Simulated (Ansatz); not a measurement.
**ZnS (Wurtzite-2H): optical response by level, part 1 of 2**

How does ZnS (Wurtzite-2H) absorb light if electrons and holes don't interact? The runs, in order: HSE06 for the gap; optics with PBE on 6×6×4; optics with r2SCAN on 6×6×4; optics with PBE and scissors to the HSE06 gap on 6×6×4.

Program: Ansatz 0.2.0. Level of theory: plane waves, PAW; no local fields, no excitons. These are calculated values, not measurements.

## Step 1: The structure to begin with

It takes space group P6_3mc (No. 186, hexagonal). The conventional cell has a = 3.805 Å, b = 3.805 Å, c = 6.244 Å, α = 90.00°, β = 90.00°, γ = 120.00°. Around Zn (site symmetry 3m) lie 4 S at 2.33 to 2.34 Å. S (site symmetry 3m) is surrounded by 4 Zn at 2.33 to 2.34 Å.

Coordinates:

```cif
data_structure
_symmetry_space_group_name_H-M 'P 1'
_symmetry_Int_Tables_number 1
_cell_length_a 3.8054
_cell_length_b 3.8054
_cell_length_c 6.2440
_cell_angle_alpha 90.000
_cell_angle_beta 90.000
_cell_angle_gamma 120.000
_cell_volume 78.31
loop_
_atom_site_label
_atom_site_type_symbol
_atom_site_fract_x
_atom_site_fract_y
_atom_site_fract_z
_atom_site_occupancy
Zn1 Zn 0.33333 0.66667 0.00534 1
Zn2 Zn 0.66667 0.33333 0.50534 1
S1 S 0.33333 0.66667 0.37966 1
S2 S 0.66667 0.33333 0.87966 1
```

Cell and atoms come from an earlier r2SCAN relaxation.

## Step 2: A hybrid for the gap

Input file input.yaml:

```yaml
crystal:
  lattice:
    - [3.8054280153, 0.0, 0.0]
    - [-1.9027140076, 3.2955973335, 0.0]
    - [0.0, 0.0, 6.2440175084]
  atoms:
    - { symbol: Zn, position: [0.3333333333, 0.6666666667, 0.0053397643] }
    - { symbol: Zn, position: [0.6666666667, 0.3333333333, 0.5053397643] }
    - { symbol: S, position: [0.3333333333, 0.6666666667, 0.3796602357] }
    - { symbol: S, position: [0.6666666667, 0.3333333333, 0.8796602357] }
kpoints:
  mp_grid: { grid: [6, 6, 2] }
  band_path:
    path:
      - [0.0, 0.0, 0.0]
      - [0.5, 0.0, 0.0]
      - [0.3333333333, 0.3333333333, 0.0]
      - [0.0, 0.0, 0.5]
      - [0.5, 0.0, 0.5]
      - [0.3333333333, 0.3333333333, 0.5]
    npoints: 1
hamiltonian:
  xc: hse06
scf:
  occupations: { method: fixed }
  n_extra_bands: 5
output:
  forces: true
  stress: true
  eigenvalues: true
```

On the command line:

```
> ansatz run input.yaml --threads 4 --pin off --max-ram 3686MiB --backend cpu --events-out ev --progress --plain --runs-dir out
```

Standard output, cut to the lines that bear on the results:

```text
Warning: output.stress: scf.convergence.dr2_threshold = 1e-7 eV (the SCF's general default) is looser than the 4e-10 eV advised for a printed stress (1e-10 eV for each atom of the cell: 4). What an SCF threshold leaves in a stress goes as its square root, and in the free energy as the [...]
Warning: output.stress: scf.exx.energy_threshold = 1e-6 eV is looser than the 4e-8 eV advised for a stress under a hybrid functional (1e-8 eV for each atom of the cell: 4). Every SCF of the exchange loop can meet its threshold on dr2 while the loop round them stops early: no threshold on [...]
Warning: RAYON_NUM_THREADS=4 ignored (pool sized by the plan → 4); use --threads N
scf.n_extra_bands = 5 over 18 filled bands (N_el = 36.0): the run solves 23 bands
[...]
Pseudopotentials: kind: paw
Pseudopotential: Zn, paw, valence charge 12, recommended cutoff 420 eV (normal), Zn.paw.azcp
Pseudopotential: S, paw, valence charge 6, recommended cutoff 420 eV (normal), S.paw.azcp
Functional definition: HSE06
[...]
davidson cushion auto → on  (no smearing: the cushion is to keep the highest requested band from converging to the state above it; pin scf.eigensolver.cushion to override)
Crystal: 4 atoms, lattice volume = 78.307 Å³
Basis set: ecut = 420 eV, 1521 PW (Γ), exchange–correlation on 54×54×90 points (8 copies of the dense FFT grid, shifted against one another)
Bands: 23, of which v1, the nominal top of the filled ones, is band 18 counted from 1 (17 counted from 0)
Symmetry: 12 space group operations
Space group: P63mc (ITA 186), of the structure as read, at distance tolerance 4.3e-5 Å
k-points: 14 of 72
[...]
SCF iter   1: F=—  HF=-8445.438790 eV  |F-HF|=—  |Δ(HF+E_count)|=         —  Δρ=1.56e-3  dr2=1.73e-3  ethr=1.77e-3  ⟨swp⟩=9.9  Hψ=1756  notcnv=0
[...]
SCF 1 stopped early in 3 iterations: F = -8445.439825 eV  dr2 = 1.81e-5
[...]
Frozen-core exchange: fock
[...]
SCF 2 stopped early in 8 iterations: F = -8446.795586 eV  dr2 = 1.54e-6
[...]
hybrid outer 1: dexx = +2.168e-2 eV, tail = 7.77e-5 eV
[...]
Frozen-core exchange: fock
[...]
SCF iter   7: F=-8446.794421 eV  HF=-8446.794421 eV  |F-HF|=1.15e-10  |Δ(HF+E_count)|=   1.41e-8  Δρ=4.57e-7  dr2=3.05e-10  ethr=1.00e-12  ⟨swp⟩=5.4  Hψ=973  notcnv=0
[...]
hybrid outer 2: dexx = +2.298e-6 eV, tail = 2.64e-8 eV, Δε = 3.53e-3 eV (about 7.92e-5 eV left of the loop's levels), ΔF = 2.52e-4 eV/Å (tail 7.76e-5)
NSCF: frozen V_eff on 6 k-points
hybrid SCF converged: 2 outer / 15 inner (+3 warm-up), last move |dexx| = 2.30e-6 eV, tail = 2.64e-8 eV
Stability not checked: this state was not tested for a lower state beside it, because the functional holds exact exchange (a hybrid, or Hartree-Fock), whose exchange loop this test does not read (fock_operator; see scf.lower_state_search)
Free energy (F): -8446.794420 eV
Frozen-core exchange: fock
[...]
E sigma→0 (E₀):  -8446.794420 eV
Fermi energy:    5.174622 eV
[...]
--- Forces (eV/Å), atoms counted from 1 ---
  atom   1  Zn    -0.00000000    -0.00000000    -0.00121353
  atom   2  Zn     0.00000000     0.00000000    -0.00121353
  atom   3  S      0.00000000    -0.00000000     0.00119514
  atom   4  S     -0.00000000     0.00000000     0.00119514
[...]
--- Stress (GPa, compression-positive) ---
        1.616111      -0.000000       0.000000
       -0.000000       1.616111      -0.000000
        0.000000      -0.000000       1.471798
  P = ⅓ Tr σ = 1.5680 GPa (15.680 kbar)
--- Band table (eV; the first three rows and the last of 14) ---
  k-point 0: bands = ["-9.2262", "-8.2220", "-2.7667", "-2.7530", "-2.7530", "-2.6751", "-2.6751", "-2.3579", "-2.3579", "-2.2895", "-2.2895", "-2.0867", "-0.5066", "4.2186", "4.2186", "5.0862", "5.1746", "5.1746", "8.6202", "9.5223", "12.7654", "12.7654", "13.0338"]
[...]
```

Run time: 40 s. Hardware: 4 threads of Arm Neoverse V1, shared host; peak memory 1.2 GiB.

HSE06 puts the least direct gap over the mesh and the named points at 3.446 eV, and the least gap at 3.446 eV.

## Step 3: Optics, PBE

Input file input.yaml:

```yaml
crystal:
  lattice:
    - [3.8054280153, 0.0, 0.0]
    - [-1.9027140076, 3.2955973335, 0.0]
    - [0.0, 0.0, 6.2440175084]
  atoms:
    - { symbol: Zn, position: [0.3333333333, 0.6666666667, 0.0053397643] }
    - { symbol: Zn, position: [0.6666666667, 0.3333333333, 0.5053397643] }
    - { symbol: S, position: [0.3333333333, 0.6666666667, 0.3796602357] }
    - { symbol: S, position: [0.6666666667, 0.3333333333, 0.8796602357] }
kpoints:
  mp_grid: { grid: [6, 6, 4] }
hamiltonian:
  xc: pbe
scf:
  occupations: { method: fixed }
output:
  optics:
    e_range: [0, 14]
    de: 0.05
    sigma: 0.1
    bands: { spectra_wanted_up_to: 14 }
  write_density: true
  write_potential: true
  elf: true
  volumetric_format: npy
```

On the command line:

```
> ansatz run input.yaml --threads 4 --pin off --max-ram 3686MiB --backend cpu --events-out ev --progress --plain --runs-dir out
```

Standard output:

```text
Warning: RAYON_NUM_THREADS=4 ignored (pool sized by the plan → 4); use --threads N
Engine: ansatz 0.2.0, aarch64-unknown-linux-gnu
[... 3 set-up lines as earlier in the session ...]
Functional definition: PBE
  parameter kappa = 0.804
  parameter beta = 0.06672455060314922
  exchange = pbe_x(kappa = kappa, mu = beta*pi^2/3)
  correlation = pbe_c(beta = beta)
Crystal: 4 atoms, lattice volume = 78.307 Å³
Basis set: ecut = 420 eV, 1521 PW (Γ)
Bands: 22, of which v1, the nominal top of the filled ones, is band 18 counted from 1 (17 counted from 0)
[... 2 set-up lines as earlier in the session ...]
k-points: 21 of 144 (time reversal used)
Non-local potential: Zn, projectors of the file, l = 0: 2, l = 1: 2, l = 2: 3, l = 3: 1
Non-local potential: S, projectors of the file, l = 0: 2, l = 1: 2, l = 2: 2
PAW form: soft (Blöchl's): semilocal exchange-correlation on the pseudo side does not see the compensation charge
PAW one-centre angular grid: Zn, 590 points (default); XC on 64 Gauss nodes
PAW one-centre angular grid: S, 110 points (default); XC on 64 Gauss nodes
Initial density: superposition of atomic densities (neutral atoms: chi_scale 0, normalization atom), corrected by the library's trained network
Initial wavefunctions: pseudopotential atomic-orbital guess
Functional: x = pbe(κ = 0.804, μ = 0.2195149727645171), c = pbe(β = 0.06672455060314922)
SCF iter   1: F=—  HF=-8445.437283 eV  |F-HF|=—  |Δ(HF+E_count)|=         —  Δρ=4.59e-4  dr2=1.49e-4  ethr=1.77e-3  ⟨swp⟩=5.0  Hψ=1969  notcnv=0  defer=39
preconditioner: auto → Resta (q_TF=auto, 2.397 Å⁻¹)  ε∞=6.6  [insulator: Δε(μ)=2.209 eV  Ē_g=10.671 eV  n_scr=22 (ndim 8)  ℏωp=25.2 eV  f_vac=0.038  ε∞_Penn≈6.6]
SCF iter   2: F=—  HF=-8445.437568 eV  |F-HF|=—  |Δ(HF+E_count)|=   2.85e-4  Δρ=4.08e-4  dr2=1.01e-4  ethr=4.14e-7  ⟨swp⟩=2.6  Hψ=1132  notcnv=0  defer=39
SCF iter   3: F=—  HF=-8445.437645 eV  |F-HF|=—  |Δ(HF+E_count)|=   7.70e-5  Δρ=1.20e-4  dr2=1.06e-5  ethr=2.82e-7  ⟨swp⟩=2.0  Hψ=800  notcnv=0  defer=39
SCF iter   4: F=—  HF=-8445.437657 eV  |F-HF|=—  |Δ(HF+E_count)|=   1.24e-5  Δρ=6.76e-5  dr2=4.03e-6  ethr=2.94e-8  ⟨swp⟩=2.0  Hψ=840  notcnv=0  defer=5
SCF iter   5: F=—  HF=-8445.437655 eV  |F-HF|=—  |Δ(HF+E_count)|=   2.22e-6  Δρ=2.26e-5  dr2=3.33e-7  ethr=1.12e-8  ⟨swp⟩=2.1  Hψ=744  notcnv=0
SCF iter   6: F=—  HF=-8445.437655 eV  |F-HF|=—  |Δ(HF+E_count)|=   1.02e-7  Δρ=9.68e-6  dr2=5.86e-8  ethr=9.26e-10  ⟨swp⟩=2.5  Hψ=830  notcnv=0
SCF iter   7: F=—  HF=-8445.437655 eV  |F-HF|=—  |Δ(HF+E_count)|=   1.06e-8  Δρ=2.63e-6  dr2=4.62e-9  ethr=1.63e-10  ⟨swp⟩=3.0  Hψ=893  notcnv=0
SCF iter   8: F=—  HF=-8445.437655 eV  |F-HF|=—  |Δ(HF+E_count)|=  7.82e-11  Δρ=6.35e-7  dr2=3.49e-10  ethr=1.28e-11  ⟨swp⟩=3.0  Hψ=893  notcnv=0
SCF iter   9: F=-8445.437655 eV  HF=-8445.437655 eV  |F-HF|=7.28e-12  |Δ(HF+E_count)|=  2.18e-11  Δρ=1.32e-7  dr2=8.44e-12  ethr=1.00e-12  ⟨swp⟩=2.4  Hψ=1858  notcnv=0
SCF 1 converged in 9 iterations: F = -8445.437655 eV  dr2 = 8.44e-12
NSCF: frozen V_eff on 21 k-points
Optics k sum: 0 of 21 k-points
[...]
output.optics: what the bands over the 44 summed would add to eps1, eps2 and the energy-loss function is held between a lower and an upper bound (8 Lanczos steps). eps1, eps2 and their loss function (loss_summed_bands) are given on every row as the summed bands alone make them. Along an axis, on a row where the two bounds hold the loss function to about 1 % of the greater of itself and 0.5 % of |1/eps|, its cell (loss_completed) is given, with the completed eps1 and eps2 that it is formed of (a cell that is left empty reads nan in the table and null in the record). The two bounds hold it so along every axis on all 281 rows up to 14.000 eV. The run works to bound the rows up to 14.000 eV and no higher ones: a peak of the loss function over that energy may be left empty with no warning. To have the run work for it, set output.optics.bands.spectra_wanted_up_to to a higher energy. perfect_screening_sum, loss_f_sum_n_eff and, beside carriers, perfect_screening_limit are those of loss_summed_bands: over the bounded function the two sums would run over rows that are not all bounded, and lack what the bands left out lay past the top of the energy grid. Bounded is said of the bands left out alone, which are those that the basis at basis.ecutwfc holds: it says nothing of that cutoff, of the k-point mesh, of what the sum inside its cells errs by (eps2_relative_error), of the factors of all_electron_strengths, nor of how far the SCF is converged. The bands left out are taken at the k-points, and what their mean over the points' cells stands off that by is in neither bound: the run's estimate of it, which the test of a row counts in, is 0.02 % of |eps| at the most among the values given; where the mean stood off by over 0.5 % the points' spread read 0.1 to 3 times that
SCF converged after 9 iterations
Free energy (F): -8445.437655 eV
Harris-Foulkes:  -8445.437655 eV  (|F-HF|=7.28e-12)
Internal energy: -8445.437655 eV  (E = F + TS)
E sigma→0 (E₀):  -8445.437655 eV
Fermi energy:    5.906993 eV
--- Per-component energies (eV) ---
  E_band       = 12.918590
  E_kinetic    = 477.246761
  E_local      = -4077.907743  (includes V_loc(G=0)·N_el)
  E_nonlocal   = 1285.424452
  E_hartree    = 1706.057526
  E_xc         = -469.100070
  E_vxc        = -279.509181  (∫ρ·V_xc dr)
  E_paw        = -4856.945409  (= ΣΔE_a)
  E_vpaw       = -804.449926  (= ΣTr[D̂ρ^β])
  E_aug_tail   = -0.000747  (compensation charges beyond the density's cutoff)
  E_ewald      = -2510.212426
  E_smearing   = -0.000000  (= −TS)
  E_closure    = -0.000000  (closes the sum)
  Σ components = -8445.437655   (vs F -8445.437655, Δ=0.00e0)
--- Band table (eV; the first three rows and the last of 21) ---
  k-point 0: bands = ["-7.3159", "-6.3705", "-0.4665", "-0.4523", "-0.4523", "-0.3688", "-0.3688", "-0.0015", "-0.0015", "0.0769", "0.0769", "0.2299", "0.5398", "5.0081", "5.0081", "5.8245", "5.9070", "5.9070", "8.1198", "9.0125", "12.1912", "12.1912"]
  k-point 1: bands = ["-7.1964", "-6.5320", "-0.4734", "-0.4439", "-0.4439", "-0.3850", "-0.3850", "-0.2318", "0.0129", "0.0129", "0.0684", "0.0684", "1.5063", "4.7250", "5.1299", "5.1299", "5.7641", "5.7641", "9.0174", "9.1649", "12.1420", "12.2863"]
  k-point 2: bands = ["-6.8847", "-6.8847", "-0.4430", "-0.4430", "-0.4183", "-0.4183", "-0.4183", "-0.4183", "0.0436", "0.0436", "0.0436", "0.0436", "3.0288", "3.0288", "5.4366", "5.4366", "5.4366", "5.4366", "9.4708", "9.4708", "12.6437", "12.6437"]
  k-point 20: bands = ["-6.1196", "-6.1196", "-0.3285", "-0.3285", "-0.2903", "-0.2903", "-0.0754", "-0.0754", "-0.0005", "-0.0005", "0.3744", "0.3744", "1.1413", "1.1413", "2.8470", "2.8470", "4.5429", "4.5429", "10.3984", "10.3984", "12.2298", "12.2298"]
```

Wall time 32 s (4 threads of Arm Neoverse V1, shared host); peak memory 0.69 GiB.

optics.tsv begins:

```
# eps_inf(xx yy zz) = 6.206595 6.206595 6.315464
# eps_inf_bands = all
# eps_inf_summed_bands(xx yy zz) = 6.121843 6.121843 6.230855
# eps_inf_completed(xx yy zz) = 6.206595 6.206595 6.315464
# eps2_relative_error = 0.0009
# eps_inf_relative_error = 0.0038
# f_sum_n_eff(xx yy zz) = 16.431984 16.431984 16.429269 of n_electrons = 36.000000
# n_bands = 44
# n_bands_set_by = photon_energy
# valid_up_to_ev = 21.792146
# least_direct_gap_ev = 2.212758e0 at k(fractional) = 0.000000 0.000000 0.000000, k_point = 0, channel = 0, bands = 17 18 (counted from 0)
```

The dielectric function from optics.tsv (yy equals xx), one row in 9 (narrow peaks fall between the rows):

```tsv
E (eV)	ε₂ xx	ε₂ zz	ε₁ xx	ε₁ zz
2.00	0.00	0.00	7.03	7.14
2.45	0.63	0.59	7.62	7.94
2.90	0.95	1.08	7.79	8.06
3.35	1.18	1.39	8.31	8.48
3.80	1.53	1.75	9.50	9.32
4.25	3.90	2.46	10.28	11.16
4.70	6.54	9.77	10.02	14.39
5.15	8.89	11.42	10.03	7.86
5.60	9.07	11.43	5.81	3.80
6.05	10.47	7.08	2.41	2.14
6.50	8.24	8.55	3.65	3.72
6.95	12.81	11.77	0.47	-1.00
7.40	8.44	7.58	-1.82	-1.58
7.85	6.50	7.17	-2.14	-1.86
8.30	5.92	5.83	-1.62	-2.91
8.75	4.83	4.62	-3.33	-3.12
9.20	3.42	3.04	-2.35	-2.28
9.65	3.13	2.94	-1.75	-1.36
10.10	3.37	3.63	-1.73	-1.69
10.55	2.77	2.94	-2.19	-2.21
11.00	1.95	1.94	-2.08	-2.13
11.45	1.54	1.50	-1.49	-1.51
11.90	1.51	1.54	-1.34	-1.37
12.35	1.25	1.19	-1.28	-1.32
12.80	1.04	0.96	-0.93	-0.91
13.25	1.13	1.06	-0.91	-0.79
13.70	0.81	0.90	-0.83	-0.72
```

Tallest peaks of ε₂ (mean of the periodic axes): 11.6 at 5.35 eV, 11.0 at 5.85 eV, 12.6 at 6.90 eV.

(Continued in part 2 of 2.)
